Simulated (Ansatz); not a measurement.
# Ga (P2_1/m) in Ansatz: notebook

Runs on Ga. Level: r2SCAN. Tasks: single point, equation of state.

All numbers are computed with Ansatz 0.2.0; they aren't measurements. Logs are shortened: lines on timing, memory, paths and dates and some standing lists are left out, and cuts for length are marked.

## 1. Starting point

It takes space group P2_1/m (No. 11, monoclinic). The conventional cell has a = 2.778 Å, b = 3.282 Å, c = 4.210 Å, α = 90.00°, β = 108.61°, γ = 90.00°. Around Ga (site symmetry m) lie 8 Ga at 2.71 to 2.84 Å.

This isn't the form of Ga at room conditions, which is orthorhombic.

## 2. Single point, r2SCAN, 17.10 Å³/atom (volume scaled by 0.94)

File input.yaml:

```yaml
crystal:
  lattice:
    - [2.7217036785, 0.0, 0.0]
    - [0.0, 3.2146183849, 0.0]
    - [-1.3160064422, 0.0, 3.9088161735]
  atoms:
    - { symbol: Ga, position: [0.13459627, 0.75, 0.77016683] }
    - { symbol: Ga, position: [0.86540373, 0.25, 0.22983317] }
hamiltonian:
  xc: r2scan
  pseudopotentials: { kind: paw }
kpoints:
  mp_grid: { grid: [10, 8, 7] }
scf:
  occupations: { method: fermi_dirac, width: 0.05 }
output:
  forces: true
  stress: true
  eigenvalues: true
```

Potentials or basis: Ansatz PAW.

On the command line:

```sh
$ ansatz run input.yaml --threads 2 --pin off --max-ram 5632MiB --backend cpu --events-out ev --progress --plain --runs-dir out
```

Output:

```text
Warning: RAYON_NUM_THREADS=2 ignored (pool sized by the plan → 2); use --threads N
Engine: ansatz 0.2.0, x86_64-unknown-linux-gnu
Pseudopotentials: kind: paw
Pseudopotential: Ga, paw, valence charge 13, recommended cutoff 500 eV (meta_gga), Ga.paw.azcp
Functional definition: r2SCAN
  parameter k0 = 0.174
  parameter k1 = 0.065
  parameter a1 = 4.9479
  exchange = r2scan_x(k0 = k0, k1 = k1, a1 = a1)
  correlation = r2scan_c
Crystal: 2 atoms, lattice volume = 34.199 Å³
Basis set: ecut = 500 eV, 877 PW (Γ), exchange–correlation on 80×96×128 points (64 copies of the dense FFT grid, shifted against one another)
Bands: 17, of which v1, the nominal top of the filled ones, is band 13 counted from 1 (12 counted from 0)
Symmetry: 4 space group operations
Space group: P21/m (ITA 11), of the structure as read, at distance tolerance 3.2e-5 Å
k-points: 180 of 560
Non-local potential: Ga, projectors of the file, l = 0: 2, l = 1: 2, l = 2: 3, l = 3: 1
PAW form: soft (Blöchl's): semilocal exchange-correlation on the pseudo side does not see the compensation charge
PAW frozen core: Ga, regenerated for the run's functional (the file was generated under x = pbe(κ = 0.804, μ = 0.2195149727645171), c = pbe(β = 0.06672455060314922))
PAW one-centre angular grid: Ga, 590 points (default); XC on 160 Gauss nodes
Initial density: superposition of atomic densities (neutral atoms: chi_scale 0, normalization atom), corrected by the library's trained network
Initial wavefunctions: pseudopotential atomic-orbital guess
Functional: x = r2scan, c = r2scan; τ floored in thin density (d = 2e-4 eV/Å³)
SCF iter   1: F=—  HF=-7580.334939 eV  |F-HF|=—  |Δ(HF+E_count)|=         —  Δρ=1.11e-2  dr2=1.83e-2  dr2_τ=2.18e-3  ethr=1.77e-3  ⟨swp⟩=5.2  Hψ=14822  notcnv=0
preconditioner: auto → Kerker (q_TF=auto, 2.606 Å⁻¹)  [metal: Δε(μ)=0.004 eV  Ē_g=18.605 eV  σ=0.050 eV  W_gap=0.02  n_scr=12 (ndim 8)  ℏωp=32.4 eV  f_vac=0.000  D(μ)=0.64/eV (n_scr^D=2)]
SCF iter   2: F=—  HF=-7580.356601 eV  |F-HF|=—  |Δ(HF+E_count)|=   2.17e-2  Δρ=3.12e-3  dr2=2.22e-3  dr2_τ=5.86e-5  ethr=7.04e-5  ⟨swp⟩=2.0  Hψ=7539  notcnv=0  defer=22
SCF iter   3: F=—  HF=-7580.356697 eV  |F-HF|=—  |Δ(HF+E_count)|=   9.56e-5  Δρ=2.59e-3  dr2=1.52e-3  dr2_τ=4.71e-6  ethr=8.56e-6  ⟨swp⟩=2.0  Hψ=4741  notcnv=0  defer=22
SCF iter   4: F=—  HF=-7580.356750 eV  |F-HF|=—  |Δ(HF+E_count)|=   5.28e-5  Δρ=7.66e-4  dr2=1.90e-4  dr2_τ=8.08e-7  ethr=5.83e-6  ⟨swp⟩=2.2  Hψ=3993  notcnv=0  defer=22
SCF iter   5: F=—  HF=-7580.356793 eV  |F-HF|=—  |Δ(HF+E_count)|=   4.28e-5  Δρ=2.27e-4  dr2=1.73e-5  dr2_τ=4.62e-8  ethr=7.32e-7  ⟨swp⟩=2.6  Hψ=4563  notcnv=0  defer=22
SCF iter   6: F=—  HF=-7580.356801 eV  |F-HF|=—  |Δ(HF+E_count)|=   7.82e-6  Δρ=2.95e-5  dr2=3.00e-7  dr2_τ=2.90e-9  ethr=6.65e-8  ⟨swp⟩=2.2  Hψ=3973  notcnv=0  defer=22
SCF iter   7: F=-7580.356801 eV  HF=-7580.356801 eV  |F-HF|=2.69e-9  |Δ(HF+E_count)|=   1.89e-7  Δρ=4.91e-6  dr2=1.38e-8  dr2_τ=5.27e-11  ethr=3.85e-10  ⟨swp⟩=5.6  Hψ=14397  notcnv=0
SCF 1 converged in 7 iterations: F = -7580.356801 eV  dr2 = 1.38e-8
SCF converged after 7 iterations
Free energy (F): -7580.356801 eV
Harris-Foulkes:  -7580.356801 eV  (|F-HF|=2.69e-9)
Internal energy: -7580.351598 eV  (E = F + TS)
E sigma→0 (E₀):  -7580.354200 eV
Entropy (-TS):   -0.005202 eV (-2.601 meV/atom)
Fermi energy:    11.013808 eV
--- Per-component energies (eV) ---
  E_band       = -55.619243
  E_kinetic    = 230.907878
  E_local      = -3480.407072  (includes V_loc(G=0)·N_el)
  E_nonlocal   = 849.051559
  E_hartree    = 1649.239411
  E_xc         = -126.090243
  E_vxc        = -121.280657  (∫ρ·V_xc dr)
  E_paw        = -4001.508919  (= ΣΔE_a)
  E_vpaw       = -839.040355  (= ΣTr[D̂ρ^β])
  E_aug_tail   = -0.000088  (compensation charges beyond the density's cutoff)
  E_vtau       = 6.673552  (kinetic-family band-sum trace: ∫τ·v_τ [+ j·A + Jᵃ·Aᵃ] dr)
  E_ewald      = -2700.237984
  E_core_change = -1.306140  (= ΣΔE_core)
  E_smearing   = -0.005202  (= −TS)
  E_closure    = -0.000000  (closes the sum)
  Σ components = -7580.356801   (vs F -7580.356801, Δ=0.00e0)
--- Forces (eV/Å), atoms counted from 1 ---
  atom   1  Ga    -0.00919832     0.00000000    -0.07626547
  atom   2  Ga     0.00919832     0.00000000     0.07626547
  max |Σ_I F_I| component: 0.00e0 eV/Å
--- Stress (GPa, compression-positive) ---
        5.274399       0.000000      -0.460356
        0.000000       3.374117       0.000000
       -0.460356       0.000000       4.057852
  P = ⅓ Tr σ = 4.2355 GPa (42.355 kbar)
--- Band table (eV; the first three rows and the last of 180) ---
  k-point 0: bands = ["-4.8817", "-4.8598", "-4.8015", "-4.7825", "-4.4677", "-4.4671", "-4.4012", "-4.3934", "-4.3892", "-4.2241", "-1.5317", "8.4786", "9.7960", "12.8709", "17.0804", "21.1310", "22.3513"]
  k-point 1: bands = ["-4.8892", "-4.8321", "-4.8194", "-4.7315", "-4.4993", "-4.4806", "-4.4062", "-4.3799", "-4.3668", "-4.2594", "-1.3213", "6.3265", "12.2269", "13.1200", "17.3706", "20.2629", "21.1456"]
  k-point 2: bands = ["-4.9249", "-4.7673", "-4.7534", "-4.6792", "-4.5384", "-4.5023", "-4.4574", "-4.3610", "-4.3525", "-4.3214", "-0.6901", "4.0088", "13.8480", "15.1321", "18.4552", "18.8832", "19.3833"]
  k-point 179: bands = ["-4.8349", "-4.8349", "-4.7538", "-4.7538", "-4.4902", "-4.4902", "-4.4076", "-4.4076", "-4.2529", "-4.2529", "7.8783", "7.8783", "9.2944", "9.2944", "12.7721", "12.7721", "16.2443"]
```

It took 2.2 s on 2 threads of AMD EPYC 9R45 (Zen 5), shared host; peak memory 0.52 GiB.

Results:

```yaml
Free_energy: -7580.3568 eV
Pressure: 4.2 GPa
Largest_force: 0.077 eV/Å
Band_gap_on_the_k_mesh: none (metal or under the smearing width)
```

Caveat: the PAW data sets come from PBE, with cores solved anew for the run's functional, which leaves a small shift of forces and pressure.

## 3. Single point, r2SCAN, 17.46 Å³/atom (volume scaled by 0.96)

input.yaml, as its differences from that of step 2:

```diff
@@ -2,5 +2,5 @@
   lattice:
-    - [2.7217036785, 0.0, 0.0]
-    - [0.0, 3.2146183849, 0.0]
-    - [-1.3160064422, 0.0, 3.9088161735]
+    - [2.7408712373, 0.0, 0.0]
+    - [0.0, 3.2372572885, 0.0]
+    - [-1.3252743986, 0.0, 3.9363439549]
   atoms:
```

Potentials or basis: Ansatz PAW.

On the command line:

```sh
$ ansatz run input.yaml --threads 2 --pin off --max-ram 5632MiB --backend cpu --events-out ev --progress --plain --runs-dir out
```

Wall time 2.4 s (2 threads of AMD EPYC 9R45 (Zen 5), shared host); peak memory 0.52 GiB.

The run converged. Its results:

```
Free energy            : -7580.3723 eV
Pressure               : 2.6 GPa
Largest force          : 0.067 eV/Å
Band gap on the k mesh : none (metal or under the smearing width)
```

Caveat: the PAW data sets come from PBE, with cores solved anew for the run's functional, which leaves a small shift of forces and pressure.

## 4. Single point, r2SCAN, 17.83 Å³/atom (volume scaled by 0.98)

input.yaml, as its differences from that of step 3:

```diff
@@ -2,5 +2,5 @@
   lattice:
-    - [2.7408712373, 0.0, 0.0]
-    - [0.0, 3.2372572885, 0.0]
-    - [-1.3252743986, 0.0, 3.9363439549]
+    - [2.7597743949, 0.0, 0.0]
+    - [0.0, 3.2595839063, 0.0]
+    - [-1.3344145108, 0.0, 3.9634920125]
   atoms:
```

On the command line:

```sh
$ ansatz run input.yaml --threads 2 --pin off --max-ram 5632MiB --backend cpu --events-out ev --progress --plain --runs-dir out
```

It took 2.6 s on 2 threads of AMD EPYC 9R45 (Zen 5), shared host; peak memory 0.52 GiB.

It converged, with:

| Item | Value |
| --- | --- |
| Free energy | -7580.3808 eV |
| Pressure | 1.2 GPa |
| Largest force | 0.059 eV/Å |
| Band gap on the k mesh | none (metal or under the smearing width) |

Caveat: the PAW data sets come from PBE, with cores solved anew for the run's functional, which leaves a small shift of forces and pressure.

## 5. Single point, r2SCAN, 18.19 Å³/atom

input.yaml, as its differences from that of step 4:

```diff
@@ -2,5 +2,5 @@
   lattice:
-    - [2.7597743949, 0.0, 0.0]
-    - [0.0, 3.2595839063, 0.0]
-    - [-1.3344145108, 0.0, 3.9634920125]
+    - [2.7784220849, 0.0, 0.0]
+    - [0.0, 3.28160879, 0.0]
+    - [-1.3434310986, 0.0, 3.9902731763]
   atoms:
@@ -19 +19,5 @@
   eigenvalues: true
+  write_density: true
+  write_potential: true
+  elf: true
+  volumetric_format: npy
```

On the command line:

```sh
$ ansatz run input.yaml --threads 2 --pin off --max-ram 5632MiB --backend cpu --events-out ev --progress --plain --runs-dir out
```

Run time: 3.1 s. Hardware: 2 threads of AMD EPYC 9R45 (Zen 5), shared host; peak memory 0.54 GiB.

It converged, with:

```yaml
Free_energy: -7580.3833 eV
Pressure: -0.1 GPa
Largest_force: 0.053 eV/Å
Band_gap_on_the_k_mesh: none (metal or under the smearing width)
```

Caveat: the PAW data sets come from PBE, with cores solved anew for the run's functional, which leaves a small shift of forces and pressure.

## 6. Single point, r2SCAN, 18.55 Å³/atom (volume scaled by 1.02)

input.yaml, as its differences from that of step 5:

```diff
@@ -2,5 +2,5 @@
   lattice:
-    - [2.7784220849, 0.0, 0.0]
-    - [0.0, 3.28160879, 0.0]
-    - [-1.3434310986, 0.0, 3.9902731763]
+    - [2.7968227674, 0.0, 0.0]
+    - [0.0, 3.3033419319, 0.0]
+    - [-1.3523282526, 0.0, 4.0166995966]
   atoms:
```

Potentials or basis: Ansatz PAW.

On the command line:

```sh
$ ansatz run input.yaml --threads 2 --pin off --max-ram 5632MiB --backend cpu --events-out ev --progress --plain --runs-dir out
```

Run time: 3 s. Hardware: 2 threads of AMD EPYC 9R45 (Zen 5), shared host; peak memory 0.54 GiB.

It converged, with:

```
Free energy            : -7580.3802 eV
Pressure               : -1.2 GPa
Largest force          : 0.048 eV/Å
Band gap on the k mesh : none (metal or under the smearing width)
```

Caveat: the PAW data sets come from PBE, with cores solved anew for the run's functional, which leaves a small shift of forces and pressure.

## 7. Single point, r2SCAN, 18.92 Å³/atom (volume scaled by 1.04)

input.yaml, as its differences from that of step 6:

```diff
@@ -2,5 +2,5 @@
   lattice:
-    - [2.7968227674, 0.0, 0.0]
-    - [0.0, 3.3033419319, 0.0]
-    - [-1.3523282526, 0.0, 4.0166995966]
+    - [2.8149844631, 0.0, 0.0]
+    - [0.0, 3.3247928052, 0.0]
+    - [-1.3611098509, 0.0, 4.0427827924]
   atoms:
```

On the command line:

```sh
$ ansatz run input.yaml --threads 2 --pin off --max-ram 5632MiB --backend cpu --events-out ev --progress --plain --runs-dir out
```

Run time: 3.7 s. Hardware: 2 threads of AMD EPYC 9R45 (Zen 5), shared host; peak memory 0.55 GiB.

It converged, with:

| Property | Result |
| --- | --- |
| Free energy | -7580.3722 eV |
| Pressure | -2.3 GPa |
| Largest force | 0.042 eV/Å |
| Band gap on the k mesh | none (metal or under the smearing width) |

Caveat: the PAW data sets come from PBE, with cores solved anew for the run's functional, which leaves a small shift of forces and pressure.

## 8. Single point, r2SCAN, 19.28 Å³/atom (volume scaled by 1.06)

input.yaml, as its differences from that of step 7:

```diff
@@ -2,5 +2,5 @@
   lattice:
-    - [2.8149844631, 0.0, 0.0]
-    - [0.0, 3.3247928052, 0.0]
-    - [-1.3611098509, 0.0, 4.0427827924]
+    - [2.8329147839, 0.0, 0.0]
+    - [0.0, 3.3459704005, 0.0]
+    - [-1.3697795742, 0.0, 4.0685336955]
   atoms:
```

On the command line:

```sh
$ ansatz run input.yaml --threads 2 --pin off --max-ram 5632MiB --backend cpu --events-out ev --progress --plain --runs-dir out
```

Wall time 3.6 s (2 threads of AMD EPYC 9R45 (Zen 5), shared host); peak memory 0.56 GiB.

It converged, with:

```
Free energy            : -7580.3598 eV
Pressure               : -3.2 GPa
Largest force          : 0.037 eV/Å
Band gap on the k mesh : none (metal or under the smearing width)
```

Caveat: the PAW data sets come from PBE, with cores solved anew for the run's functional, which leaves a small shift of forces and pressure.

## 9. Equation of state, r2SCAN

Potentials or basis: Ansatz PAW.

No new run: the results of the series are fitted here.

Results:

* Equilibrium volume: 18.16 Å³/atom
* Bulk modulus at fixed shape and positions: 61 GPa
* Pressure derivative of the bulk modulus: 4.7

Energy against volume, from the lowest point:
| volume (Å³/atom) | energy (meV/atom) |
| --- | --- |
| 17.100 | 13.24 |
| 17.463 | 5.50 |
| 17.827 | 1.21 |
| 18.191 | 0.00 |
| 18.555 | 1.54 |
| 18.919 | 5.56 |
| 19.283 | 11.74 |

Caveat: the cell was scaled at fixed shape and fractional positions, which overstates the stiffness of a crystal with free parameters, most of all of layers and chains; the PAW data sets were made with another functional, which shifts forces and pressure a little.
